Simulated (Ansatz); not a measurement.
# Rh (Fm-3m) in Ansatz: a series of runs

The runs below take Rh through relaxation of cell and atoms, single point, with BLYP, PBE, revPBE+D3(BJ), revPBE+D4, BLYP+D3(BJ).

All numbers are computed with Ansatz 0.2.0; they aren't measurements. Logs are shortened: lines on timing, memory, paths and dates and some standing lists are left out, and cuts for length are marked.

### Step 1. Starting point

It takes space group Fm-3m (No. 225, cubic). Conventional cell: a = 3.796 Å, b = 3.796 Å, c = 3.796 Å, α = 90.00°, β = 90.00°, γ = 90.00°. Rh (site symmetry m-3m) has 12 Rh at 2.68 Å as nearest neighbours.

### Step 2. Relaxation of cell and atoms, BLYP

File input.yaml:

```yaml
crystal:
  lattice:
    - [0.0, 1.89785, 1.89785]
    - [1.89785, 0.0, 1.89785]
    - [1.89785, 1.89785, 0.0]
  atoms:
    - { symbol: Rh, position: [0.0, 0.0, 0.0] }
hamiltonian:
  xc: blyp
  pseudopotentials: { kind: paw }
kpoints:
  mp_grid: { grid: [12, 12, 12] }
scf:
  occupations: { method: fermi_dirac, width: 0.05 }
output:
  forces: true
  stress: true
relax:
  f_tol: 0.01
  max_steps: 40
  cell: { stress_tol: 0.05 }
```

Potentials or basis: Ansatz PAW.

On the command line:

```sh
$ ansatz run input.yaml --threads 2 --pin off --max-ram 5632MiB --backend cpu --events-out ev --progress --plain --runs-dir out
```

The program printed:

```text
Warning: RAYON_NUM_THREADS=2 ignored (pool sized by the plan → 2); use --threads N
Engine: ansatz 0.2.0, aarch64-unknown-linux-gnu
Pseudopotentials: kind: paw
Pseudopotential: Rh, paw, valence charge 17, recommended cutoff 420 eV (normal), Rh.paw.azcp
Functional definition: BLYP
  parameter beta = 0.0042
  parameter a = 0.04918
  parameter b = 0.132
  parameter c = 0.2533
  parameter d = 0.349
  exchange = b88_x(beta = beta)
  correlation = lyp_c(a = a, b = b, c = c, d = d)
Crystal: 1 atoms, lattice volume = 13.671 Å³
Basis set: ecut = 420 eV, 283 PW (Γ), exchange–correlation on 36×36×36 points (8 copies of the dense FFT grid, shifted against one another)
Bands: 13, of which v1, the nominal top of the filled ones, is band 9 counted from 1 (8 counted from 0)
Symmetry: 48 space group operations
Space group: Fm-3m (ITA 225), of the structure as read, at distance tolerance 2.4e-5 Å
k-points: 72 of 1728
Non-local potential: Rh, projectors of the file, l = 0: 3, l = 1: 2, l = 2: 2, l = 3: 1
PAW form: soft (Blöchl's): semilocal exchange-correlation on the pseudo side does not see the compensation charge
PAW frozen core: Rh, regenerated for the run's functional, and the local potential with it (the file was generated under x = pbe(κ = 0.804, μ = 0.2195149727645171), c = pbe(β = 0.06672455060314922))
PAW one-centre angular grid: Rh, 590 points (default); XC on 64 Gauss nodes
Initial density: superposition of atomic densities (neutral atoms: chi_scale 0, normalization atom), corrected by the library's trained network
Initial wavefunctions: pseudopotential atomic-orbital guess
Functional: x = b88, c = lyp
SCF iter   1: F=—  HF=-6417.053434 eV  |F-HF|=—  |Δ(HF+E_count)|=         —  Δρ=1.66e-2  dr2=3.65e-2  ethr=1.77e-3  ⟨swp⟩=5.1  Hψ=5219  notcnv=0
preconditioner: auto → none  [metal: Δε(μ)=0.038 eV  Ē_g=14.193 eV  σ=0.050 eV  W_gap=0.18  n_scr=0 (ndim 8)  ℏωp=30.1 eV  f_vac=0.000  D(μ)=1.13/eV (n_scr^D=14)]
SCF iter   2: F=—  HF=-6417.046004 eV  |F-HF|=—  |Δ(HF+E_count)|=   7.43e-3  Δρ=7.08e-3  dr2=4.09e-3  ethr=2.15e-4  ⟨swp⟩=2.7  Hψ=2235  notcnv=0
SCF iter   3: F=—  HF=-6417.044909 eV  |F-HF|=—  |Δ(HF+E_count)|=   1.09e-3  Δρ=2.26e-3  dr2=2.68e-4  ethr=2.40e-5  ⟨swp⟩=2.3  Hψ=1535  notcnv=0
SCF iter   4: F=—  HF=-6417.045046 eV  |F-HF|=—  |Δ(HF+E_count)|=   1.37e-4  Δρ=2.02e-4  dr2=1.46e-6  ethr=1.58e-6  ⟨swp⟩=2.0  Hψ=1232  notcnv=0
SCF iter   5: F=—  HF=-6417.045044 eV  |F-HF|=—  |Δ(HF+E_count)|=   1.63e-6  Δρ=2.47e-5  dr2=1.71e-8  ethr=8.60e-9  ⟨swp⟩=2.2  Hψ=1495  notcnv=0
SCF iter   6: F=-6417.045044 eV  HF=-6417.045044 eV  |F-HF|=2.16e-10  |Δ(HF+E_count)|=   3.37e-9  Δρ=4.26e-6  dr2=4.78e-10  ethr=1.01e-10  ⟨swp⟩=2.0  Hψ=3299  notcnv=0
SCF 1 converged in 6 iterations: F = -6417.045044 eV  dr2 = 4.78e-10
relax step   1: F+E_penalty+E_count = -6417.04504405 eV  Δ(F+E_penalty+E_count) = +0.000e0 eV  max|allowed force component| = 0.000e0 eV/Å  Δτ_max = 0.0000 Å  P = +21.319 GPa  Ω = 13.671 Å³  (6 SCF iters, dr2 threshold 1.00e-7 eV, accepted)
Crystal: 1 atoms, lattice volume = 15.621 Å³
Basis set: ecut = 420 eV, 307 PW (Γ), exchange–correlation on 36×36×36 points (8 copies of the dense FFT grid, shifted against one another)
Initial density: handed on by an earlier stage of this run
Initial wavefunctions: those handed on with the density
iter 1 solved again at ethr=1.39e-4 eV; its pass at ethr=3.10e-3 eV (dr2=2.36e-2 eV) is discarded
SCF iter   1: F=—  HF=-6417.092396 eV  |F-HF|=—  |Δ(HF+E_count)|=         —  Δρ=1.25e-2  dr2=2.39e-2  ethr=1.39e-4  ⟨swp⟩=1.0  Hψ=6683  notcnv=0
preconditioner: auto → none  [metal: Δε(μ)=0.029 eV  Ē_g=12.788 eV  σ=0.050 eV  W_gap=0.14  n_scr=8 (ndim 8)  ℏωp=28.2 eV  f_vac=0.000  D(μ)=1.50/eV (n_scr^D=14)]
SCF iter   2: F=—  HF=-6417.087920 eV  |F-HF|=—  |Δ(HF+E_count)|=   4.48e-3  Δρ=7.02e-3  dr2=4.01e-3  ethr=1.39e-4  ⟨swp⟩=2.0  Hψ=1579  notcnv=0
SCF iter   3: F=—  HF=-6417.086962 eV  |F-HF|=—  |Δ(HF+E_count)|=   9.57e-4  Δρ=2.68e-3  dr2=3.99e-4  ethr=2.36e-5  ⟨swp⟩=2.3  Hψ=1467  notcnv=0
SCF iter   4: F=—  HF=-6417.087021 eV  |F-HF|=—  |Δ(HF+E_count)|=   5.87e-5  Δρ=2.31e-4  dr2=2.23e-6  ethr=2.35e-6  ⟨swp⟩=1.7  Hψ=1211  notcnv=0
SCF iter   5: F=—  HF=-6417.087020 eV  |F-HF|=—  |Δ(HF+E_count)|=   7.24e-7  Δρ=1.43e-5  dr2=1.08e-8  ethr=5.88e-10  ⟨swp⟩=3.3  Hψ=3746  notcnv=0
SCF iter   6: F=-6417.087020 eV  HF=-6417.087020 eV  |F-HF|=1.38e-10  |Δ(HF+E_count)|=   5.28e-9  Δρ=1.27e-6  dr2=7.56e-11  ethr=6.35e-11  ⟨swp⟩=1.8  Hψ=2866  notcnv=0
SCF 2 converged in 6 iterations: F = -6417.087020 eV  dr2 = 7.56e-11
relax step   2: F+E_penalty+E_count = -6417.08702038 eV  Δ(F+E_penalty+E_count) = -4.198e-2 eV  max|allowed force component| = 0.000e0 eV/Å  Δτ_max = 0.0000 Å  P = -10.064 GPa  Ω = 15.621 Å³  energy of the carried Pulay correction = -1.176e-3 eV  (6 SCF iters, dr2 threshold 1.00e-7 eV, accepted)
Crystal: 1 atoms, lattice volume = 14.938 Å³
iter 1 solved again at ethr=2.10e-5 eV; its pass at ethr=3.10e-3 eV (dr2=3.57e-3 eV) is discarded
SCF iter   1: F=—  HF=-6417.114179 eV  |F-HF|=—  |Δ(HF+E_count)|=         —  Δρ=4.43e-3  dr2=2.80e-3  ethr=2.10e-5  ⟨swp⟩=1.0  Hψ=6524  notcnv=0
preconditioner: auto → none  [metal: Δε(μ)=0.078 eV  Ē_g=13.165 eV  σ=0.050 eV  W_gap=0.34  n_scr=8 (ndim 8)  ℏωp=28.8 eV  f_vac=0.000  D(μ)=1.25/eV (n_scr^D=14)]
SCF iter   2: F=—  HF=-6417.113604 eV  |F-HF|=—  |Δ(HF+E_count)|=   5.75e-4  Δρ=2.33e-3  dr2=4.24e-4  ethr=1.65e-5  ⟨swp⟩=2.1  Hψ=1396  notcnv=0
SCF iter   3: F=—  HF=-6417.113497 eV  |F-HF|=—  |Δ(HF+E_count)|=   1.07e-4  Δρ=8.73e-4  dr2=3.76e-5  ethr=2.49e-6  ⟨swp⟩=2.5  Hψ=1377  notcnv=0
SCF iter   4: F=—  HF=-6417.113497 eV  |F-HF|=—  |Δ(HF+E_count)|=   6.66e-7  Δρ=7.02e-5  dr2=1.81e-7  ethr=2.21e-7  ⟨swp⟩=1.8  Hψ=1242  notcnv=0
SCF iter   5: F=-6417.113497 eV  HF=-6417.113497 eV  |F-HF|=2.23e-10  |Δ(HF+E_count)|=   2.11e-7  Δρ=3.19e-6  dr2=5.36e-10  ethr=5.88e-10  ⟨swp⟩=4.0  Hψ=2896  notcnv=0
SCF 3 converged in 5 iterations: F = -6417.113497 eV  dr2 = 5.36e-10
relax step   3: F+E_penalty+E_count = -6417.11349701 eV  Δ(F+E_penalty+E_count) = -2.648e-2 eV  max|allowed force component| = 0.000e0 eV/Å  Δτ_max = 0.0000 Å  P = -1.789 GPa  Ω = 14.938 Å³  energy of the carried Pulay correction = -7.824e-4 eV  (5 SCF iters, dr2 threshold 1.00e-7 eV, accepted)
Crystal: 1 atoms, lattice volume = 14.798 Å³
iter 1 solved again at ethr=6.22e-7 eV; its pass at ethr=3.10e-3 eV (dr2=1.06e-4 eV) is discarded
SCF iter   1: F=—  HF=-6417.114306 eV  |F-HF|=—  |Δ(HF+E_count)|=         —  Δρ=9.04e-4  dr2=1.14e-4  ethr=6.22e-7  ⟨swp⟩=2.0  Hψ=6370  notcnv=0
preconditioner: auto → none  [metal: Δε(μ)=0.081 eV  Ē_g=13.274 eV  σ=0.050 eV  W_gap=0.35  n_scr=0 (ndim 8)  ℏωp=29.0 eV  f_vac=0.000  D(μ)=1.24/eV (n_scr^D=14)]
SCF iter   2: F=—  HF=-6417.114285 eV  |F-HF|=—  |Δ(HF+E_count)|=   2.09e-5  Δρ=4.81e-4  dr2=1.72e-5  ethr=6.22e-7  ⟨swp⟩=2.2  Hψ=1344  notcnv=0
SCF iter   3: F=—  HF=-6417.114277 eV  |F-HF|=—  |Δ(HF+E_count)|=   7.40e-6  Δρ=1.84e-4  dr2=1.67e-6  ethr=1.01e-7  ⟨swp⟩=2.6  Hψ=1426  notcnv=0
SCF iter   4: F=-6417.114277 eV  HF=-6417.114277 eV  |F-HF|=9.49e-9  |Δ(HF+E_count)|=   2.23e-7  Δρ=1.71e-5  dr2=1.05e-8  ethr=5.88e-10  ⟨swp⟩=3.0  Hψ=3428  notcnv=0
SCF 4 converged in 4 iterations: F = -6417.114277 eV  dr2 = 1.05e-8
relax step   4: F+E_penalty+E_count = -6417.11427740 eV  Δ(F+E_penalty+E_count) = -7.804e-4 eV  max|allowed force component| = 0.000e0 eV/Å  Δτ_max = 0.0000 Å  P = +0.211 GPa  Ω = 14.798 Å³  energy of the carried Pulay correction = -6.994e-4 eV  (4 SCF iters, dr2 threshold 1.00e-7 eV, accepted)
Crystal: 1 atoms, lattice volume = 14.813 Å³
iter 1 solved again at ethr=6.22e-9 eV; its pass at ethr=3.10e-3 eV (dr2=1.06e-6 eV) is discarded
SCF iter   1: F=—  HF=-6417.114279 eV  |F-HF|=—  |Δ(HF+E_count)|=         —  Δρ=9.00e-5  dr2=1.21e-6  ethr=6.22e-9  ⟨swp⟩=2.0  Hψ=6178  notcnv=0
preconditioner: auto → none  [metal: Δε(μ)=0.080 eV  Ē_g=13.266 eV  σ=0.050 eV  W_gap=0.35  n_scr=8 (ndim 8)  ℏωp=28.9 eV  f_vac=0.000  D(μ)=1.24/eV (n_scr^D=14)]
SCF iter   2: F=—  HF=-6417.114278 eV  |F-HF|=—  |Δ(HF+E_count)|=   1.26e-6  Δρ=4.60e-5  dr2=1.78e-7  ethr=6.22e-9  ⟨swp⟩=2.2  Hψ=1349  notcnv=0
SCF iter   3: F=-6417.114278 eV  HF=-6417.114278 eV  |F-HF|=2.07e-9  |Δ(HF+E_count)|=   5.09e-8  Δρ=1.50e-5  dr2=1.19e-8  ethr=5.88e-10  ⟨swp⟩=4.0  Hψ=2770  notcnv=0
SCF 5 converged in 3 iterations: F = -6417.114278 eV  dr2 = 1.19e-8
relax step   5: F+E_penalty+E_count = -6417.11427812 eV  Δ(F+E_penalty+E_count) = -7.130e-7 eV  max|allowed force component| = 0.000e0 eV/Å  Δτ_max = 0.0000 Å  P = -0.004 GPa  Ω = 14.813 Å³  energy of the carried Pulay correction = -7.081e-4 eV  (3 SCF iters, dr2 threshold 1.00e-7 eV, accepted)
Basis set: ecut = 420 eV, 283 PW (Γ), exchange–correlation on 40×40×40 points (8 copies of the dense FFT grid, shifted against one another)
Initial wavefunctions: pseudopotential atomic-orbital guess (no wavefunctions were taken with the density)
iter 1 solved again at ethr=3.41e-8 eV; its pass at ethr=3.10e-3 eV (dr2=5.80e-6 eV) is discarded
SCF iter   1: F=—  HF=-6417.114119 eV  |F-HF|=—  |Δ(HF+E_count)|=         —  Δρ=1.03e-3  dr2=3.41e-6  ethr=3.41e-8  ⟨swp⟩=3.0  Hψ=7712  notcnv=0
preconditioner: auto → none  [metal: Δε(μ)=0.080 eV  Ē_g=13.265 eV  σ=0.050 eV  W_gap=0.35  n_scr=8 (ndim 8)  ℏωp=28.9 eV  f_vac=0.000  D(μ)=1.24/eV (n_scr^D=14)]
SCF iter   2: F=—  HF=-6417.114909 eV  |F-HF|=—  |Δ(HF+E_count)|=   7.90e-4  Δρ=5.14e-4  dr2=8.58e-7  ethr=2.01e-8  ⟨swp⟩=1.3  Hψ=975  notcnv=0
SCF iter   3: F=—  HF=-6417.115173 eV  |F-HF|=—  |Δ(HF+E_count)|=   2.64e-4  Δρ=2.17e-5  dr2=6.38e-8  ethr=5.05e-9  ⟨swp⟩=2.0  Hψ=1222  notcnv=0
SCF iter   4: F=—  HF=-6417.115173 eV  |F-HF|=—  |Δ(HF+E_count)|=   1.59e-8  Δρ=4.82e-6  dr2=1.95e-9  ethr=3.75e-10  ⟨swp⟩=2.6  Hψ=1398  notcnv=0
SCF iter   5: F=—  HF=-6417.115173 eV  |F-HF|=—  |Δ(HF+E_count)|=   1.96e-9  Δρ=1.01e-6  dr2=3.23e-11  ethr=1.15e-11  ⟨swp⟩=2.0  Hψ=1274  notcnv=0
SCF iter   6: F=-6417.115173 eV  HF=-6417.115173 eV  |F-HF|=1.82e-12  |Δ(HF+E_count)|=  1.63e-10  Δρ=7.40e-8  dr2=1.92e-13  ethr=1.00e-12  ⟨swp⟩=5.0  Hψ=3525  notcnv=0
SCF 6 converged in 6 iterations: F = -6417.115173 eV  dr2 = 1.92e-13
relax step   6: F+E_penalty+E_count = -6417.11517341 eV  Δ(F+E_penalty+E_count) = -8.953e-4 eV  max|allowed force component| = 0.000e0 eV/Å  Δτ_max = 0.0000 Å  P = +0.063 GPa  Ω = 14.813 Å³  stress off target by 6.29e-2 GPa  SCF on the basis re-selected at this cell (its energy is not comparable with the rows above)  (6 SCF iters)
basis re-selected at this cell: Δ(F+E_penalty+E_count) = -8.953e-4 eV, ΔP = +0.067 GPa vs the last step (what re-selecting the basis moved, of the pressure what is left beyond the Pulay correction that the steps carried, after the strain that the cell walked since its last selection, with what the two solves' SCF thresholds leave and, on support functions, any second-order correction that the steps lacked; it is no measure of the basis error at this ecutwfc). The dense FFT grid was sized anew with the basis: this SCF ran on 20×20×20 points, the steps before it on 18×18×18, so part of this shift can come from that change (see relax.cell in the input reference). This SCF's stress stands 6.29e-2 GPa from its target on what of the cell is left free (relax.cell.stress_tol is 5.00e-2 GPa) and its largest allowed force component is 0.00e0 eV/Å (relax.f_tol is 1.00e-2 eV/Å): not within both, so this SCF does not close the relaxation
Crystal: 1 atoms, lattice volume = 14.817 Å³
iter 1 solved again at ethr=5.70e-10 eV; its pass at ethr=3.10e-3 eV (dr2=9.69e-8 eV) is discarded
SCF iter   1: F=—  HF=-6417.115172 eV  |F-HF|=—  |Δ(HF+E_count)|=         —  Δρ=2.77e-5  dr2=1.08e-7  ethr=5.70e-10  ⟨swp⟩=2.0  Hψ=6215  notcnv=0
preconditioner: auto → none  [metal: Δε(μ)=0.080 eV  Ē_g=13.262 eV  σ=0.050 eV  W_gap=0.35  n_scr=8 (ndim 8)  ℏωp=28.9 eV  f_vac=0.000  D(μ)=1.24/eV (n_scr^D=14)]
SCF iter   2: F=—  HF=-6417.115172 eV  |F-HF|=—  |Δ(HF+E_count)|=   1.03e-7  Δρ=1.48e-5  dr2=1.63e-8  ethr=5.70e-10  ⟨swp⟩=2.2  Hψ=1338  notcnv=0
SCF iter   3: F=-6417.115172 eV  HF=-6417.115172 eV  |F-HF|=1.75e-10  |Δ(HF+E_count)|=   3.95e-9  Δρ=5.61e-6  dr2=1.57e-9  ethr=5.82e-11  ⟨swp⟩=4.0  Hψ=2793  notcnv=0
SCF 7 converged in 3 iterations: F = -6417.115172 eV  dr2 = 1.57e-9
relax step   7: F+E_penalty+E_count = -6417.11517186 eV  Δ(F+E_penalty+E_count) = +1.545e-6 eV  max|allowed force component| = 0.000e0 eV/Å  Δτ_max = 0.0000 Å  P = +0.001 GPa  Ω = 14.817 Å³  energy of the carried Pulay correction = -2.396e-6 eV  (3 SCF iters, dr2 threshold 9.89e-9 eV, accepted)
iter 1 solved again at ethr=1.40e-8 eV; its pass at ethr=3.10e-3 eV (dr2=2.37e-6 eV) is discarded
SCF iter   1: F=—  HF=-6417.115175 eV  |F-HF|=—  |Δ(HF+E_count)|=         —  Δρ=5.55e-6  dr2=1.55e-9  ethr=1.40e-8  ⟨swp⟩=3.1  Hψ=7846  notcnv=0
SCF iter   2: F=—  HF=-6417.115173 eV  |F-HF|=—  |Δ(HF+E_count)|=   2.11e-6  Δρ=2.75e-6  dr2=3.26e-10  ethr=9.13e-12  ⟨swp⟩=2.1  Hψ=1463  notcnv=0
SCF iter   3: F=—  HF=-6417.115173 eV  |F-HF|=—  |Δ(HF+E_count)|=  1.24e-10  Δρ=6.27e-7  dr2=5.40e-11  ethr=1.92e-12  ⟨swp⟩=2.8  Hψ=1628  notcnv=0
SCF iter   4: F=-6417.115173 eV  HF=-6417.115173 eV  |F-HF|=1.82e-12  |Δ(HF+E_count)|=  1.64e-11  Δρ=1.05e-7  dr2=6.15e-13  ethr=1.00e-12  ⟨swp⟩=3.8  Hψ=3754  notcnv=0
SCF 8 converged in 4 iterations: F = -6417.115173 eV  dr2 = 6.15e-13
relax step   8: F+E_penalty+E_count = -6417.11517302 eV  Δ(F+E_penalty+E_count) = -1.153e-6 eV  max|allowed force component| = 0.000e0 eV/Å  Δτ_max = 0.0000 Å  P = +0.001 GPa  Ω = 14.817 Å³  stress off target by 8.28e-4 GPa  SCF on the basis re-selected at this cell (its energy is not comparable with the rows above)  (4 SCF iters)
basis re-selected at this cell: Δ(F+E_penalty+E_count) = -1.153e-6 eV, ΔP = +0.000 GPa vs the last step (what re-selecting the basis moved, of the pressure what is left beyond the Pulay correction that the steps carried, after the strain that the cell walked since its last selection, with what the two solves' SCF thresholds leave and, on support functions, any second-order correction that the steps lacked; it is no measure of the basis error at this ecutwfc). This SCF's stress stands 8.28e-4 GPa from its target on what of the cell is left free (relax.cell.stress_tol is 5.00e-2 GPa) and its largest allowed force component is 0.00e0 eV/Å (relax.f_tol is 1.00e-2 eV/Å): within both
SCF converged after 4 iterations
Free energy (F): -6417.115173 eV
Harris-Foulkes:  -6417.115173 eV  (|F-HF|=1.82e-12)
Internal energy: -6417.104310 eV  (E = F + TS)
E sigma→0 (E₀):  -6417.109742 eV
Entropy (-TS):   -0.010863 eV (-10.863 meV/atom)
Fermi energy:    20.823341 eV
--- Per-component energies (eV) ---
  E_band       = -106.854568
  E_kinetic    = 572.496535
  E_local      = -1658.843358  (includes V_loc(G=0)·N_el)
  E_nonlocal   = 354.959688
  E_hartree    = 583.968518
  E_xc         = -218.230446
  E_vxc        = -273.177724  (∫ρ·V_xc dr)
  E_paw        = -3604.696692  (= ΣΔE_a)
  E_vpaw       = -270.227620  (= ΣTr[D̂ρ^β])
  E_aug_tail   = 0.000850  (compensation charges beyond the density's cutoff)
  E_ewald      = -2446.847476
  E_core_change = 0.088071  (= ΣΔE_core)
  E_smearing   = -0.010863  (= −TS)
  E_closure    = -0.000000  (closes the sum)
  Σ components = -6417.115173   (vs F -6417.115173, Δ=0.00e0)
--- Forces (eV/Å), atoms counted from 1 ---
  atom   1  Rh    -0.00000000    -0.00000000     0.00000000
  max |Σ_I F_I| component: 3.70e-32 eV/Å
--- Stress (GPa, compression-positive) ---
        0.000828      -0.000000      -0.000000
       -0.000000       0.000828      -0.000000
       -0.000000      -0.000000       0.000828
  P = ⅓ Tr σ = 0.0008 GPa (0.008 kbar)
--- Relaxed structure (6 steps of the walk, 6 accepted, 2 SCFs on fresh bases) ---
  F+E_penalty+E_count = -6417.11517302 eV   max|allowed force component| = 0.000e0 eV/Å   (the final SCF, on the basis selected at the relaxed cell)
  cell:  # Å, volume = 14.8169 Å³
    - [6.623983642764267e-34, 1.9494362074503009, 1.9494362074503009]
    - [1.9494362074503009, 1.4394425992930042e-33, 1.9494362074503009]
    - [1.9494362074503009, 1.9494362074503009, 3.630452573438108e-33]
  atoms:
    - { symbol: Rh, position: [0.0, 0.0, 0.0] }
```

Wall time 3.6 s (2 threads of Arm Neoverse V1, shared host); peak memory 0.27 GiB.

Results:

```
Free energy                            : -6417.1152 eV
Relaxed volume                         : 14.82 Å³/atom
Relaxed cell                           : a = 2.757 Å, b = 2.757 Å, c = 2.757 Å, α = 60.00°, β = 60.00°, γ = 60.00°
Space group after relaxing (to 0.05 Å) : Fm-3m (No. 225)
Energy gained by relaxing              : 70.1 meV/atom
Ionic steps                            : 8
Pressure after relaxing                : 0.0 GPa
```

Step by step:
```
step  energy change (eV)  largest force (eV/Å)  volume (Å³)
   1              0.0000                0.0000        13.67
   2             -0.0420                0.0000        15.62
   3             -0.0685                0.0000        14.94
   4             -0.0692                0.0000        14.80
   5             -0.0692                0.0000        14.81
   6             -0.0701                0.0000        14.81
   7             -0.0701                0.0000        14.82
   8             -0.0701                0.0000        14.82
```

Final structure:
```
CELL_PARAMETERS angstrom
0.00000 1.94944 1.94944
1.94944 0.00000 1.94944
1.94944 1.94944 0.00000
ATOMIC_POSITIONS crystal
Rh 0.00000 0.00000 0.00000
```

Caveat: the plane-wave basis is chosen anew once the cell has moved, so the energies of steps on either side of that aren't comparable; the PAW data sets come from PBE, with cores solved anew for the run's functional, which leaves a small shift of forces and pressure.

### Step 3. Single point, PBE

File input.yaml:

```yaml
crystal:
  lattice:
    - [0.0, 1.89785, 1.89785]
    - [1.89785, 0.0, 1.89785]
    - [1.89785, 1.89785, 0.0]
  atoms:
    - { symbol: Rh, position: [0.0, 0.0, 0.0] }
hamiltonian:
  xc: pbe
  pseudopotentials: { kind: paw }
kpoints:
  mp_grid: { grid: [12, 12, 12] }
scf:
  occupations: { method: gaussian, width: 0.012 }
output:
  forces: true
  stress: true
  eigenvalues: true
```

Potentials or basis: Ansatz PAW.

On the command line:

```sh
$ ansatz run input.yaml --threads 2 --pin off --max-ram 5632MiB --backend cpu --events-out ev --progress --plain --runs-dir out
```

It took 0.63 s on 2 threads of Arm Neoverse V1, shared host; peak memory 0.26 GiB.

It converged, with:

```
Free energy            : -6402.8832 eV
Pressure               : 7.2 GPa
Band gap on the k mesh : none (metal or under the smearing width)
```

Levels at points of the mesh, in eV from the Fermi level:
```csv
k point,band 6,band 7,band 8,band 9,band 10,band 11
"(0.00, 0.00, 0.00)",-3.18,-3.18,-3.18,-1.08,-1.08,15.74
"(0.00, 0.00, -0.50)",-3.26,-3.26,0.50,0.50,0.66,8.63
"(0.00, -0.50, -0.50)",-6.07,0.47,0.92,0.92,3.21,12.26
```

### Step 4. Relaxation of cell and atoms, revPBE+D3(BJ)

File input.yaml:

```yaml
crystal:
  lattice:
    - [0.0, 1.89785, 1.89785]
    - [1.89785, 0.0, 1.89785]
    - [1.89785, 1.89785, 0.0]
  atoms:
    - { symbol: Rh, position: [0.0, 0.0, 0.0] }
hamiltonian:
  xc: revpbe
  pseudopotentials: { kind: paw }
  dispersion: d3bj
kpoints:
  mp_grid: { grid: [12, 12, 12] }
scf:
  occupations: { method: fermi_dirac, width: 0.05 }
output:
  forces: true
  stress: true
relax:
  f_tol: 0.01
  max_steps: 40
  cell: { stress_tol: 0.05 }
```

On the command line:

```sh
$ ansatz run input.yaml --threads 2 --pin off --max-ram 5632MiB --backend cpu --events-out ev --progress --plain --runs-dir out
```

Run time: 2.1 s. Hardware: 2 threads of Arm Neoverse V1, shared host; peak memory 0.27 GiB.

Results (log left out):

* Free energy: -6409.4454 eV
* Relaxed volume: 13.45 Å³/atom
* Relaxed cell: a = 2.669 Å, b = 2.669 Å, c = 2.669 Å, α = 60.00°, β = 60.00°, γ = 60.00°
* Space group after relaxing (to 0.05 Å): Fm-3m (No. 225)
* Energy gained by relaxing: 3.2 meV/atom
* Ionic steps: 5
* Pressure after relaxing: 0.0 GPa

The path:
| step | energy change (eV) | largest force (eV/Å) | volume (Å³) |
| --- | --- | --- | --- |
| 1 | 0.0000 | 0.0000 | 13.67 |
| 2 | -0.0015 | 0.0000 | 13.28 |
| 3 | -0.0034 | 0.0000 | 13.46 |
| 4 | -0.0034 | 0.0000 | 13.45 |
| 5 | -0.0032 | 0.0000 | 13.45 |

Final structure:
```
Rh
1.0
     0.00000    1.88752    1.88752
     1.88752    0.00000    1.88752
     1.88752    1.88752    0.00000
Rh
1
Direct
  0.00000 0.00000 0.00000
```

Caveat: the plane-wave basis is chosen anew once the cell has moved, so the energies of steps on either side of that aren't comparable; the PAW data sets come from PBE, with cores solved anew for the run's functional, which leaves a small shift of forces and pressure.

(Continued in part 2 of 2.)
